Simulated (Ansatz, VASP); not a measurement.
## Two plane-wave programs on TiAl

POSCAR

```
TiAl
1.0
    2.7886669830      0.0000000000      0.0000000000
   -1.3943334915      2.4150567113      0.0000000000
    0.0000000000      0.0000000000      4.5498512539
Ti Al
1 1
Direct
    0.0000000000      0.0000000000      0.0000000000
    0.3333333333      0.6666666667      0.5000000000
```

The input INCAR.step1:

```
SYSTEM = TiAl
PREC = Accurate
ENCUT = 520
ISMEAR = -1
SIGMA = 0.15
LREAL = .False.
LASPH = .True.
NELM = 60
NBANDS = 14
GGA = PE
ALGO = Normal
EDIFF = 1E-4
LWAVE = .True.
LCHARG = .False.
```

Contents of INCAR.step2:

```
SYSTEM = TiAl
PREC = Accurate
ENCUT = 520
EDIFF = 1E-6
ISMEAR = -1
SIGMA = 0.15
LREAL = .False.
LASPH = .True.
NELM = 60
ALGO = Normal
ISIF = 2
LWAVE = .False.
LCHARG = .False.
METAGGA = R2SCAN
LMIXTAU = .True.
NBANDS = 14
ISTART = 1
```

KPOINTS

```
regular mesh
0
Gamma
  12 12 6
  0 0 0
```

Input for Ansatz:

```yaml
crystal:
  lattice:
    - [2.7886669830419297, 0.0, 0.0]
    - [-1.3943334915209649, 2.415056711338218, 0.0]
    - [0.0, 0.0, 4.549851253924385]
  atoms:
    - { symbol: Ti, position: [0.0, 0.0, 0.0] }
    - { symbol: Al, position: [0.3333333333333333, 0.6666666666666666, 0.5] }
basis:
  ecutwfc: 600.0
kpoints:
  mp_grid:
    grid: [12, 12, 6]
hamiltonian:
  xc: r2scan
scf:
  convergence:
    dr2_threshold: 1.0e-10
  occupations:
    method: fermi_dirac
    width: 0.15
output:
  stress: true
```

The cell comes from a database or a generator and needn't be the stable form of this composition.

Alike in both runs: task single point; functional r2SCAN; k mesh 12 × 12 × 6; occupations fermi-dirac, width 0.15 eV; no spin polarisation.

|  | VASP | Ansatz |
| --- | --- | --- |
| version | VASP 6.6.1 | Ansatz 0.2.0 |
| potentials or method | VASP PAW PBE potentials, release 64 (Ti_sv, Al) | plane waves, PAW |
| plane-wave cutoff (eV) | 520 | 600 |
| valence electrons in the cell | 15 | 15 |

VASP gave:

```
pressure (GPa)                                  : 10.0
largest component of the traceless stress (GPa) : 0.78
```

Q: Estimate Ansatz's values.

A: Pressure (GPa): 9.9; largest component of the traceless stress (GPa): 0.80.

The functional is the same, so the differences come from potentials, cutoffs and numerics.

Caveats: the PAW data sets were made with another functional, which shifts forces and pressure a little (VASP).
